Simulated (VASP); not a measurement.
# Settings for SnO: band structure

SnO, P4/nmm (no. 129), 4 atoms in the cell. LDA; PAW potentials Sn_d, O (LDA set). VASP 6.6.1.

Wanted: band energies at the path's corners within 0.006 eV; smallest gap over path and mesh within 0.003 eV.

What the run is for: bands; Accuracy asked: tight; Route: fixed density (ICHARG 11).

Band energies at the path's corners: counted from the valence top.

POSCAR:
```
SnO
1.0
    3.8136952200      0.0000000000      0.0000000000
    0.0000000000      3.8136952200      0.0000000000
    0.0000000000      0.0000000000      4.8869133000
Sn O
2 2
Direct
    0.5000000000      0.0000000000      0.7646261400
    0.0000000000      0.5000000000      0.2353738600
    0.0000000000      0.0000000000      0.0000000000
    0.5000000000      0.5000000000      0.0000000000
```

The series start from Plane-wave cutoff (eV): 460; k-point mesh: 5 × 5 × 4; k points a path segment: 12; Electronic threshold (eV): 1e-6; Precision mode (PREC): Accurate; Bands in all (NBANDS): 34. Each series keeps the choices made before it, and each single choice may use up half of a tolerance. Times cover all steps of a run.

## Plane-wave cutoff (eV)

| Plane-wave cutoff (eV) | Band energies at the path's corners, largest deviation (eV) | Smallest gap over path and mesh (eV) | Time (s) |
|---|---|---|---|
| 320 | 0.0426 | 0.1780 | 71 |
| 400 | 0.0111 | 0.1926 | 108 |
| 460 | 0.0008 | 0.1950 | 119 |
| 520 | 0.0014 | 0.1947 | 137 |
| 640 (reference) | 0.0000 | 0.1954 | 158 |

Chosen: 460, the loosest value from which every tighter one stays within half of the tolerance.

## k-point mesh

| k-point mesh | Band energies at the path's corners, largest deviation (eV) | Smallest gap over path and mesh (eV) | Time (s) |
|---|---|---|---|
| 2 × 2 × 2 | 0.0457 | 0.1600 | 101 |
| 3 × 3 × 2 | 0.0144 | 0.2062 | 98 |
| 3 × 3 × 3 | 0.0155 | 0.2102 | 93 |
| 4 × 4 × 3 | 0.0023 | 0.1963 | 114 |
| 5 × 5 × 4 | 0.0009 | 0.1950 | 119 |
| 6 × 6 × 5 | 0.0006 | 0.1948 | 159 |
| 7 × 7 × 6 (reference) | 0.0000 | 0.1959 | 185 |

Chosen: 4 × 4 × 3.

## Electronic threshold (eV)

| Electronic threshold (eV) | Band energies at the path's corners, largest deviation (eV) | Smallest gap over path and mesh (eV) | Time (s) |
|---|---|---|---|
| 0.001 | 0.0011 | 0.1942 | 141 |
| 0.0001 | 0.0003 | 0.1943 | 154 |
| 1e-5 | 0.0002 | 0.1942 | 208 |
| 1e-6 | 0.0002 | 0.1942 | 203 |
| 1e-7 (reference) | 0.0000 | 0.1943 | 225 |

Chosen: 0.001.

## Precision mode (PREC)

| Precision mode (PREC) | Band energies at the path's corners, largest deviation (eV) | Smallest gap over path and mesh (eV) | Time (s) |
|---|---|---|---|
| SingleN | 0.0008 | 0.1945 | 92 |
| Normal | 0.0002 | 0.1941 | 93 |
| Accurate (reference) | 0.0000 | 0.1942 | 141 |

Chosen: SingleN.

## Bands in all (NBANDS)

| Bands in all (NBANDS) | Band energies at the path's corners, largest deviation (eV) | Smallest gap over path and mesh (eV) | Time (s) |
|---|---|---|---|
| 22 | 0.0025 | 0.1929 | 78 |
| 23 | 0.0012 | 0.1936 | 76 |
| 24 | 0.0005 | 0.1942 | 73 |
| 26 | 0.0029 | 0.1963 | 73 |
| 34 | 0.0006 | 0.1945 | 92 |
| 44 (reference) | 0.0000 | 0.1941 | 122 |

Chosen: 34.

Also changed on the way, by series that aren't shown: k points a path segment: 20.

## All choices together

| Input | Band energies at the path's corners, largest deviation (eV) | Smallest gap over path and mesh (eV) | Time (s) |
|---|---|---|---|
| the program's defaults (naive) | 0.0111 | 0.1973 | 48 |
| chosen settings | 0.0036 | 0.1945 | 92 |
| reference settings throughout | 0.0000 | 0.1942 | 673 |

The tolerance is met.

## The input

INCAR.step1:
```
  GGA = CA
  ISMEAR = 0
  SIGMA = 0.03
  LWAVE = F
  LCHARG = T
  NBANDS = 34
  PREC = SingleN
  LASPH = T
  LREAL = F
  ALGO = Normal
  EDIFF = 0.001
  NELM = 120
  GGA_COMPAT = F
  ENCUT = 460
  EFERMI = MIDGAP
```

INCAR.step2, as INCAR.step1 but for:
```
- LCHARG = T
+ LCHARG = F
+ ICHARG = 11
```

KPOINTS.step1:
```
Automatic mesh
0
Gamma
  4 4 3
  0 0 0
```

KPOINTS.step2:
```
path GXMGZRAZ,XR,MA
20
line-mode
reciprocal
 0.0000000000  0.0000000000  0.0000000000  G
 0.0000000000  0.5000000000  0.0000000000  X

 0.0000000000  0.5000000000  0.0000000000  X
 0.5000000000  0.5000000000  0.0000000000  M

 0.5000000000  0.5000000000  0.0000000000  M
 0.0000000000  0.0000000000  0.0000000000  G

 0.0000000000  0.0000000000  0.0000000000  G
 0.0000000000  0.0000000000  0.5000000000  Z

 0.0000000000  0.0000000000  0.5000000000  Z
 0.0000000000  0.5000000000  0.5000000000  R

 0.0000000000  0.5000000000  0.5000000000  R
 0.5000000000  0.5000000000  0.5000000000  A

 0.5000000000  0.5000000000  0.5000000000  A
 0.0000000000  0.0000000000  0.5000000000  Z

 0.0000000000  0.5000000000  0.0000000000  X
 0.0000000000  0.5000000000  0.5000000000  R

 0.5000000000  0.5000000000  0.0000000000  M
 0.5000000000  0.5000000000  0.5000000000  A
```

Commands (each step's output is kept before the next begins):
```
cat potpaw_LDA.64/Sn_d/POTCAR potpaw_LDA.64/O/POTCAR > POTCAR
cp INCAR.step1 INCAR
cp KPOINTS.step1 KPOINTS
mpirun -np 1 vasp_std > vasp.out
cp INCAR.step2 INCAR
cp KPOINTS.step2 KPOINTS
mpirun -np 1 vasp_std > vasp.out
```

Limits: LDA gaps are mostly well below measured ones; spin-orbit coupling is off, though it shifts bands of the heavy elements by a tenth of an eV or more.

The chosen input took VASP 6.6.1 92 s on 1 core (Intel Xeon Platinum 8259CL @ 2.50GHz (Skylake/Cascade Lake)), a shared host.

## An input that fails: mixing far too strong

The electronic loop stops at its limit of 51 steps.

Changes against the starting input:
```
- NELM = 120
+ NELM = 51
+ IMIX = 1
+ AMIX = 1.5
+ BMIX = 0.0001
```
